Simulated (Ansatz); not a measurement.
# Fitting the m-r2SCAN energy curve of ZrS

```cif
data_structure
_symmetry_space_group_name_H-M 'Fm-3m'
_symmetry_Int_Tables_number 225
_cell_length_a 5.2500
_cell_length_b 5.2500
_cell_length_c 5.2500
_cell_angle_alpha 90.000
_cell_angle_beta 90.000
_cell_angle_gamma 90.000
_cell_volume 144.70
loop_
_atom_site_label
_atom_site_type_symbol
_atom_site_symmetry_multiplicity
_atom_site_Wyckoff_symbol
_atom_site_fract_x
_atom_site_fract_y
_atom_site_fract_z
_atom_site_occupancy
Zr1 Zr 4 a 0.00000 0.00000 0.00000 1
S1 S 4 b 0.50000 0.00000 0.00000 1
```

The cell was scaled at fixed shape and fractions and run with Ansatz, Ansatz PAW, cutoff 500 eV; m-r2SCAN, k mesh 9 × 9 × 9 on the cell of 2 atoms, gaussian occupations of 0.01 eV, spin-orbit coupling, no magnetisation. The potentials were made for PBE. Energies are those that the program minimises, any entropy of the smearing included.

```csv
V (Å³/atom),energy over the lowest row (meV/atom)
17.0026,17.69
17.3644,5.15
17.7261,0.00
18.0879,1.48
18.4496,?
18.8114,21.61
19.1732,39.05
```

Task: Fit the third-order Birch-Murnaghan form, give V0, B0 and B′, and predict the energy left open.

Result: With y = (V0/V)^(2/3), E = E0 + (9 V0 B0/16) [(y - 1)³ B′ + (y - 1)² (6 - 4y)]. Least squares through the rows shown give V0 = 17.8207 Å³/atom, E0 = -0.22 meV, B0 = 140.2 GPa (1 eV/Å³ = 160.218 GPa) and B′ = 4.50, with a largest miss of 0.01 meV. At V = 18.4496 the form with these constants gives 8.89 meV; the run gave 8.89 meV an atom.
